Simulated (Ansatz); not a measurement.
Runs of Ansatz 0.2.0 on Au. The cell holds a slab with vacuum, 7 atoms: a = 2.823 Å, b = 2.920 Å, c = 29.680 Å, α = 90.00°, β = 90.00°, γ = 118.91°. The slab is cut from a database's or a generator's crystal, which needn't be the stable form of the element.

```tsv
potentials or basis	cutoff (eV)	gap on the mesh (eV)	largest force (eV/Å)	work function (eV)
JTH PAW	750	none	0.16	5.29
PseudoDojo stringent (PBE files)	1034	none	0.14	5.29
Ansatz PAW earlier set	864	none	0.16	5.29
PseudoDojo standard (PBE files)	1034	none	0.14	5.29
Ansatz PAW earlier set	617	none	0.16	5.29
SPMS NC	517	none	(a)	5.30
Ansatz NC	1034	none	0.16	5.29
Ansatz PAW	420	none	0.16	5.29
```

Alike in all rows: task single point; level PBE; no spin polarisation; cell the (0 0 1) slab of Au, cut from the database cell, not relaxed; k mesh 11 × 11 × 1; smearing fermi-dirac 0.05 eV.

Q: Estimate the missing entries.

A: (a) 0.15.

A k mesh can miss the band edges, and the runs leave out spin-orbit coupling on Au.

A gap of «none» marks a metal or a gap under the smearing width.

The runs don't all hold the same shells in valence.
